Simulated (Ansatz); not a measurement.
**(110) slab of diamond, 18.8 Å thick as cut, ended by H**

Ansatz, PAW, plane waves, no spin–orbit coupling unless named; atoms relaxed with PBEsol, the curve by HSE06. The curve holds the local part of the PAW potentials, so its shape inside matter depends on the files.

```
C H
1.0
     1.77690   -1.77690    0.00000
     0.00000    0.00000    3.55380
   -24.28692  -24.28692    0.00000
C H
32 4
Direct
  0.00139 0.00235 0.66457
  0.00088 0.00158 0.51818
  0.00065 0.00051 0.37180
  0.00103 0.99465 0.22619
  0.00109 0.25796 0.77363
  0.00116 0.25225 0.62797
  0.00073 0.25143 0.48159
  0.00085 0.25016 0.33522
  0.00127 0.00193 0.73783
  0.00105 0.00185 0.59140
  0.00097 0.00110 0.44499
  0.00092 0.00013 0.29863
  0.00136 0.25219 0.70114
  0.00092 0.25183 0.55480
  0.00067 0.25076 0.40840
  0.00071 0.25074 0.26198
  0.50108 0.49748 0.77363
  0.50130 0.50216 0.62798
  0.50071 0.50138 0.48160
  0.50068 0.50005 0.33522
  0.50133 0.75333 0.73783
  0.50102 0.75185 0.59138
  0.50075 0.75109 0.44500
  0.50068 0.74988 0.29864
  0.50124 0.50240 0.70115
  0.50086 0.50180 0.55478
  0.50079 0.50078 0.40841
  0.50092 0.49925 0.26196
  0.50118 0.75233 0.66456
  0.50084 0.75165 0.51820
  0.50088 0.75045 0.37181
  0.50098 0.75519 0.22617
  0.00093 0.16540 0.19932
  0.00125 0.08633 0.80044
  0.50127 0.66774 0.80054
  0.50097 0.58434 0.19931
```

Planar mean of the electrostatic potential energy along the normal, from the vacuum level:

```json
{"z (Å)": "0.00", "v (eV)": "0.00"}
{"z (Å)": "0.29", "v (eV)": "0.00"}
{"z (Å)": "0.72", "v (eV)": "0.00"}
{"z (Å)": "1.00", "v (eV)": "0.00"}
{"z (Å)": "1.29", "v (eV)": "0.00"}
{"z (Å)": "1.72", "v (eV)": "0.00"}
{"z (Å)": "2.00", "v (eV)": "0.00"}
{"z (Å)": "2.29", "v (eV)": "0.00"}
{"z (Å)": "2.72", "v (eV)": "0.00"}
{"z (Å)": "3.01", "v (eV)": "0.00"}
{"z (Å)": "3.29", "v (eV)": "0.00"}
{"z (Å)": "3.72", "v (eV)": "0.00"}
{"z (Å)": "4.01", "v (eV)": "0.00"}
{"z (Å)": "4.29", "v (eV)": "0.00"}
{"z (Å)": "4.72", "v (eV)": "-0.01"}
{"z (Å)": "5.01", "v (eV)": "-0.02"}
{"z (Å)": "5.30", "v (eV)": "-0.04"}
{"z (Å)": "5.72", "v (eV)": "-0.16"}
{"z (Å)": "6.01", "v (eV)": "-0.43"}
{"z (Å)": "6.44", "v (eV)": "-1.95"}
{"z (Å)": "6.73", "v (eV)": "-5.60"}
{"z (Å)": "7.01", "v (eV)": "-6.52"}
{"z (Å)": "7.44", "v (eV)": "-13.09"}
{"z (Å)": "7.73", "v (eV)": "-18.80"}
{"z (Å)": "8.01", "v (eV)": "-15.85"}
{"z (Å)": "8.44", "v (eV)": "-9.40"}
{"z (Å)": "8.73", "v (eV)": "-15.56"}
{"z (Å)": "9.02", "v (eV)": "-19.34"}
{"z (Å)": "9.45", "v (eV)": "-10.97"}
{"z (Å)": "9.73", "v (eV)": "-9.43"}
{"z (Å)": "10.02", "v (eV)": "-16.14"}
{"z (Å)": "10.45", "v (eV)": "-17.23"}
{"z (Å)": "10.73", "v (eV)": "-10.36"}
{"z (Å)": "11.02", "v (eV)": "-10.01"}
{"z (Å)": "11.45", "v (eV)": "-19.07"}
{"z (Å)": "11.74", "v (eV)": "-16.56"}
{"z (Å)": "12.02", "v (eV)": "-9.76"}
{"z (Å)": "12.45", "v (eV)": "-14.17"}
{"z (Å)": "12.74", "v (eV)": "-19.26"}
{"z (Å)": "13.02", "v (eV)": "-15.83"}
{"z (Å)": "13.45", "v (eV)": "-8.85"}
{"z (Å)": "13.74", "v (eV)": "-14.95"}
{"z (Å)": "14.02", "v (eV)": "-19.33"}
{"z (Å)": "14.45", "v (eV)": "-11.47"}
{"z (Å)": "14.74", "v (eV)": "-9.20"}
{"z (Å)": "15.03", "v (eV)": "-15.72"}
{"z (Å)": "15.46", "v (eV)": "-17.59"}
{"z (Å)": "15.74", "v (eV)": "-10.75"}
{"z (Å)": "16.03", "v (eV)": "-9.67"}
{"z (Å)": "16.46", "v (eV)": "-18.90"}
{"z (Å)": "16.74", "v (eV)": "-16.97"}
{"z (Å)": "17.17", "v (eV)": "-8.62"}
{"z (Å)": "17.46", "v (eV)": "-13.68"}
{"z (Å)": "17.75", "v (eV)": "-19.16"}
{"z (Å)": "18.18", "v (eV)": "-12.70"}
{"z (Å)": "18.46", "v (eV)": "-8.72"}
{"z (Å)": "18.75", "v (eV)": "-14.47"}
{"z (Å)": "19.18", "v (eV)": "-18.43"}
{"z (Å)": "19.46", "v (eV)": "-11.92"}
{"z (Å)": "19.75", "v (eV)": "-8.97"}
{"z (Å)": "20.18", "v (eV)": "-18.25"}
{"z (Å)": "20.47", "v (eV)": "-17.94"}
{"z (Å)": "20.75", "v (eV)": "-11.19"}
{"z (Å)": "21.18", "v (eV)": "-12.41"}
{"z (Å)": "21.47", "v (eV)": "-18.69"}
{"z (Å)": "21.75", "v (eV)": "-17.35"}
{"z (Å)": "22.18", "v (eV)": "-8.64"}
{"z (Å)": "22.47", "v (eV)": "-13.20"}
{"z (Å)": "22.75", "v (eV)": "-19.02"}
{"z (Å)": "23.18", "v (eV)": "-13.18"}
{"z (Å)": "23.47", "v (eV)": "-8.65"}
{"z (Å)": "23.76", "v (eV)": "-14.01"}
{"z (Å)": "24.19", "v (eV)": "-18.66"}
{"z (Å)": "24.47", "v (eV)": "-12.34"}
{"z (Å)": "24.76", "v (eV)": "-8.73"}
{"z (Å)": "25.19", "v (eV)": "-17.92"}
{"z (Å)": "25.47", "v (eV)": "-18.34"}
{"z (Å)": "25.76", "v (eV)": "-11.86"}
{"z (Å)": "26.19", "v (eV)": "-12.56"}
{"z (Å)": "26.48", "v (eV)": "-18.46"}
{"z (Å)": "26.76", "v (eV)": "-16.60"}
{"z (Å)": "27.19", "v (eV)": "-6.69"}
{"z (Å)": "27.48", "v (eV)": "-6.60"}
{"z (Å)": "27.76", "v (eV)": "-3.58"}
{"z (Å)": "28.19", "v (eV)": "-0.70"}
{"z (Å)": "28.48", "v (eV)": "-0.26"}
{"z (Å)": "28.91", "v (eV)": "-0.06"}
{"z (Å)": "29.19", "v (eV)": "-0.02"}
{"z (Å)": "29.48", "v (eV)": "-0.01"}
{"z (Å)": "29.91", "v (eV)": "0.00"}
{"z (Å)": "30.20", "v (eV)": "0.00"}
{"z (Å)": "30.48", "v (eV)": "0.00"}
{"z (Å)": "30.91", "v (eV)": "0.00"}
{"z (Å)": "31.20", "v (eV)": "0.00"}
{"z (Å)": "31.48", "v (eV)": "0.00"}
{"z (Å)": "31.91", "v (eV)": "0.00"}
{"z (Å)": "32.20", "v (eV)": "0.00"}
{"z (Å)": "32.49", "v (eV)": "0.00"}
{"z (Å)": "32.92", "v (eV)": "0.00"}
{"z (Å)": "33.20", "v (eV)": "0.00"}
{"z (Å)": "33.49", "v (eV)": "0.00"}
{"z (Å)": "33.92", "v (eV)": "0.00"}
{"z (Å)": "34.20", "v (eV)": "0.00"}
```

Task: How far below the vacuum level do the top filled and the lowest empty level lie, by each functional?

Result: PBEsol: 2.94 and 0.95 eV (gap 2.00 eV, a 6×4×1 mesh); HSE06: 3.49 and 0.75 eV (gap 2.74 eV, a 4×3×1 mesh). Either level can be a surface state and not a band edge of the crystal.
